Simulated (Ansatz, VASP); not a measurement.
One calculation of Al2Cu, two programs

```xyz
3
Lattice="4.1324 0.0000 0.0000 0.0000 4.1324 0.0000 0.0000 0.0000 2.9105" Properties=species:S:1:pos:R:3 pbc="T T T"
Cu    0.0000    0.0000    0.0000
Al    0.0000    2.0662    1.4552
Al    2.0662    0.0000    1.4552
```

Change from the starting cell: volume scaled by 1.02.

Alike in both runs: task single point; functional PBEsol; k mesh 7 × 7 × 9; occupations fermi-dirac, width 0.05 eV; no spin polarisation.

|  | VASP | Ansatz |
| --- | --- | --- |
| version | VASP 6.6.1 | Ansatz 0.2.0 |
| potentials or method | VASP PAW PBE potentials, release 64 (Cu, Al) | Ansatz PAW |
| plane-wave cutoff (eV) | 520 | 420 |
| valence electrons in the cell | 17 | 25 |

|  | VASP | Ansatz | Ansatz less VASP |
| --- | --- | --- | --- |
| gap on the k mesh at the Fermi level (eV) | none | none | - |
| pressure (GPa) | -3.8 | -4.0 | -0.18 |
| largest component of the traceless stress (GPa) | 0.91 | 0.90 | -0.010 |

A gap of «none» marks a metal or a gap that the smearing closes. The two sets of potentials don't hold the same shells in valence.

Caveats: the PAW data sets were made with another functional, which shifts forces and pressure a little (VASP); the PAW data sets come from PBE, with cores solved anew for the run's functional, which leaves a small shift of forces and pressure (Ansatz).
